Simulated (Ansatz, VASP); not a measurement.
**MgO in VASP and in Ansatz**

```
Mg O
1.0
     3.28822    0.00000    0.00000
    -1.64411    2.84768    0.00000
     0.00000    0.00000    5.13505
Mg O
2 2
Direct
  0.33333 0.66667 0.99299
  0.66667 0.33333 0.49299
  0.33333 0.66667 0.38201
  0.66667 0.33333 0.88201
```

Change from the starting cell: uniaxial_z strain +2.0%.

Alike in both runs: task single point; functional r2SCAN; k mesh 12 × 12 × 6; no spin polarisation.

|  | VASP | Ansatz |
| --- | --- | --- |
| version | VASP 6.6.1 | Ansatz 0.2.0 |
| potentials or method | VASP PAW PBE potentials, release 64 (Mg, O) | plane waves, PAW |
| plane-wave cutoff (eV) | 520 | 500 |
| occupations | gaussian, width 0.01 eV | fixed |
| valence electrons in the cell | 16 | 32 |

Ansatz gave:

```
gap on the k mesh at the Fermi level (eV)       : 4.18
pressure (GPa)                                  : -2.1
largest component of the traceless stress (GPa) : 0.58
```

Problem. What did VASP give for the same quantities?

Solution. gap on the k mesh at the Fermi level (eV): 4.17; pressure (GPa): -2.7; largest component of the traceless stress (GPa): 0.54.

The two sets of potentials don't hold the same shells in valence.

Caveats: the PAW data sets were made with another functional, which shifts forces and pressure a little (VASP). A k mesh can miss the band edges.
